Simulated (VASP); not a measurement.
Set up this calculation in VASP 6.6.1, as the native input.

```
Task                   : single point
Functional             : PBEsol
Potentials or basis    : VASP PAW PBE potentials, release 64 (S)
Cutoff                 : 520 eV
k mesh                 : 3 × 3 × 3
Occupations            : gaussian, width 0.05 eV
Spin                   : no spin polarisation
Dipole correction      : no
Further INCAR settings : LREAL = Auto; ALGO = Fast; EDIFF = 1e-07; NBANDS = 86
```

The structure of S (a cell with a defect) lies in POSCAR:

```
S
1.0
    0.0000000000      6.0153880483     -5.8370511382
    5.2094788634     -3.0076940241     -5.8370511382
   -5.2094788634     -3.0076940241     -5.8370511382
S
23
Direct
    0.5591918125      0.4402714813      0.2029195249
    0.3074658722      0.1936150238      0.9520764944
    0.0556295394      0.9363393305      0.6968727672
    0.6802344142      0.4753750756      0.7962236756
    0.4468147547      0.2037653852      0.5570577295
    0.1990377313      0.9508725277      0.3031852852
    0.9421840829      0.7045523199      0.0494890997
    0.4557375876      0.7887439094      0.6992121132
    0.2097581136      0.5575775322      0.4451522752
    0.9559991849      0.2990533825      0.1941158226
    0.7089514197      0.0592180548      0.9359516244
    0.4205851672      0.5465449804      0.8110545477
    0.1993451315      0.3104321776      0.5474125037
    0.9500164848      0.0501082525      0.2945507454
    0.6954643869      0.8121987550      0.0445476895
    0.5880079725      0.7510535487      0.4738463581
    0.3110166835      0.5463897187      0.1967507149
    0.0578229212      0.2929590228      0.9453206292
    0.8085519426      0.0468111143      0.6883503330
    0.7532226906      0.5123902067      0.5472833322
    0.5483777545      0.1931001567      0.3093083257
    0.3022206041      0.9443208132      0.0545780727
    0.0398708036      0.6901832067      0.8012950885
```

One way to write it, as run:

INCAR

```
SYSTEM = S
PREC = Accurate ; ENCUT = 520
EDIFF = 1E-7 ; ISMEAR = 0
SIGMA = 0.05 ; LREAL = Auto
LASPH = .TRUE. ; NELM = 100
ALGO = Fast ; ISIF = 2
LWAVE = .FALSE. ; LCHARG = .FALSE.
GGA = PS ; NBANDS = 86
```

KPOINTS

```
Automatic mesh
0
G
  3 3 3
  0 0 0
```

Potentials or basis: VASP PAW PBE potentials, release 64 (S).

Launch:

```sh
$ cat potpaw_PBE.64/S/POTCAR > POTCAR
$ mpirun -np 1 vasp_std > vasp.out
```

It gave:

The pressure is -0.3 GPa and the largest force is 0.119 eV/Å. The band gap on the k mesh is 1.70 eV, indirect (least direct gap 1.76 eV).

Caveat: the PAW data sets were made with another functional, which shifts forces and pressure a little.

Run time: 9.5 min on 1 thread of Intel(R) Xeon(R) 6975P-C (Granite Rapids) (shared host), peak memory 0.78 GiB.
